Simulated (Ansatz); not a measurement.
MnO2: band structure with LDA+U

The system is MnO2.

```
Mn O
1.0
    -4.90750    4.90750    1.42350
     4.90750   -4.90750    1.42350
     4.90750    4.90750   -1.42350
Mn O
4 8
Cartesian
  1.4722 3.2389 1.4235
  1.6685 6.3797 0.0000
  3.4352 1.6686 0.0000
  3.2389 -1.4723 1.4235
  1.5704 4.4953 0.0000
  5.3197 1.5704 0.0000
  3.3371 0.4122 1.4235
  -0.4122 3.3371 1.4235
  1.5704 2.0121 0.0000
  7.8029 1.5704 0.0000
  3.3371 2.8954 1.4235
  -2.8954 3.3371 1.4235
```

Measurements of this composition are mostly on another form, of space group No. 136.

- Program: Ansatz 0.2.0
- Task: band structure
- Functional: LDA
- Potentials or basis: Ansatz PAW
- Cutoff: 420 eV (not typed: the program's choice for these potentials)
- k mesh: 10 × 10 × 10
- Occupations: fermi-dirac, width 0.05 eV
- Spin: collinear spin, ferromagnetic start
- Starting moments: [4.0, 4.0, 4.0, 4.0, 0.0, 0.0, 0.0, 0.0, 0.0, 0.0, 0.0, 0.0] μB
- Hubbard terms: Mn d U = 6 eV
- Path: [["G", "X", "M", "G", "Z", "P", "N", "Z1", "M"], ["X", "P"]]
- Points for each segment of the path: 10
- Hubbard projectors: ortho-atomic (the default)
- Double counting: fll (the default)

```yaml
Pressure: 0.3 GPa
Largest_force: 1.292 eV/Å
Band_gap_on_the_k_mesh: 0.99 eV, indirect (least direct gap 1.04 eV)
Band_gap_along_the_path: 0.98 eV, indirect (least direct gap 1.04 eV)
Net_moment: 12.00 μB per cell
Absolute_moment: 14.96 μB per cell
Site_moments: Mn +2.87; O -0.11, -0.22 μB
```

Forces on the atoms (eV/Å):
```
Mn  -0.292  1.259  0.000
Mn  -1.259 -0.292  0.000
Mn   0.292 -1.259  0.000
Mn   1.259  0.292  0.000
O    0.296 -0.549  0.000
O    0.549  0.296  0.000
O   -0.296  0.549  0.000
O   -0.549 -0.296  0.000
O   -0.471 -0.464  0.000
O    0.464 -0.471  0.000
O    0.471  0.464  0.000
O   -0.464  0.471  0.000
```

Stress tensor (GPa, compression positive):
```
-0.95  0.00  0.00
 0.00 -0.95  0.00
 0.00  0.00  2.85
```

Levels at the corners of the path, in eV from the valence-band top:
Spin up:
```
point  band 56  band 57  band 58  band 59  band 60  band 61  band 62  band 63  band 64  band 65
    Γ    -0.71    -0.61    -0.54    -0.54    -0.42     1.66     1.73     1.73     2.63     2.80
    X    -0.80    -0.73    -0.54    -0.12     0.00     1.10     1.64     2.40     2.66     2.73
    M    -0.94    -0.70    -0.39    -0.04    -0.04     1.00     2.27     2.27     2.41     2.70
    Γ    -0.71    -0.61    -0.54    -0.54    -0.42     1.66     1.73     1.73     2.63     2.80
    Z    -1.51    -0.52    -0.25    -0.19    -0.19     1.21     1.29     1.29     1.31     2.28
    P    -1.36    -0.38    -0.38    -0.27    -0.12     1.04     1.17     1.17     1.55     2.67
    N    -1.48    -0.42    -0.35    -0.19    -0.15     1.11     1.16     1.28     1.46     2.51
   Z1    -1.51    -0.52    -0.25    -0.19    -0.19     1.21     1.29     1.29     1.31     2.28
    M    -0.94    -0.70    -0.39    -0.04    -0.04     1.00     2.27     2.27     2.41     2.70
    X    -0.80    -0.73    -0.54    -0.12     0.00     1.10     1.64     2.40     2.66     2.73
    P    -1.36    -0.38    -0.38    -0.27    -0.12     1.04     1.17     1.17     1.55     2.67
```
Spin down:
```csv
point,band 44,band 45,band 46,band 47,band 48,band 49,band 50,band 51,band 52,band 53
Γ,-1.38,-1.02,-0.91,-0.91,-0.40,3.19,3.21,3.21,3.40,3.48
X,-1.40,-1.32,-1.30,-0.60,-0.27,3.14,3.15,3.27,3.36,3.45
M,-1.43,-1.18,-1.18,-0.85,-0.39,3.18,3.24,3.25,3.25,3.38
Γ,-1.38,-1.02,-0.91,-0.91,-0.40,3.19,3.21,3.21,3.40,3.48
Z,-2.04,-1.22,-1.18,-1.18,-0.86,3.28,3.37,3.37,3.52,3.71
P,-1.88,-1.22,-1.21,-1.11,-1.11,3.34,3.38,3.38,3.45,3.74
N,-1.95,-1.23,-1.22,-1.08,-1.08,3.33,3.37,3.40,3.45,3.81
Z1,-2.04,-1.22,-1.18,-1.18,-0.86,3.28,3.37,3.37,3.52,3.71
M,-1.43,-1.18,-1.18,-0.85,-0.39,3.18,3.24,3.25,3.25,3.38
X,-1.40,-1.32,-1.30,-0.60,-0.27,3.14,3.15,3.27,3.36,3.45
P,-1.88,-1.22,-1.21,-1.11,-1.11,3.34,3.38,3.38,3.45,3.74
```

Eigenvalues of the final occupation matrices:
| site | spin | trace | eigenvalues |
| --- | --- | --- | --- |
| site 1 | 1 | 4.15 | 0.58 0.60 0.99 0.99 0.99 |
| site 1 | 2 | 0.84 | 0.08 0.10 0.10 0.27 0.28 |
| site 2 | 1 | 4.15 | 0.58 0.60 0.99 0.99 0.99 |
| site 2 | 2 | 0.84 | 0.08 0.10 0.10 0.27 0.28 |
| site 3 | 1 | 4.15 | 0.58 0.60 0.99 0.99 0.99 |
| site 3 | 2 | 0.84 | 0.08 0.10 0.10 0.27 0.28 |
| site 4 | 1 | 4.15 | 0.58 0.60 0.99 0.99 0.99 |
| site 4 | 2 | 0.84 | 0.08 0.10 0.10 0.27 0.28 |

Run time: 2.2 min on 4 threads of Arm Neoverse V1, on a shared host, peak memory 2.7 GiB.

Caveat: the magnetic or orbital state may not be the lowest; the pressure holds a Pulay correction of +1.0 GPa for the finite cutoff; only a ferromagnetic start was run, and an antiferromagnetic order may lie lower in energy; the PAW data sets come from PBE, with cores solved anew for the run's functional, which leaves a small shift of forces and pressure; forces of over 1 eV/Å show positions far from the minimum, so gaps and moduli don't describe the material at rest. The state reached can hang on the start; a lower one may exist.
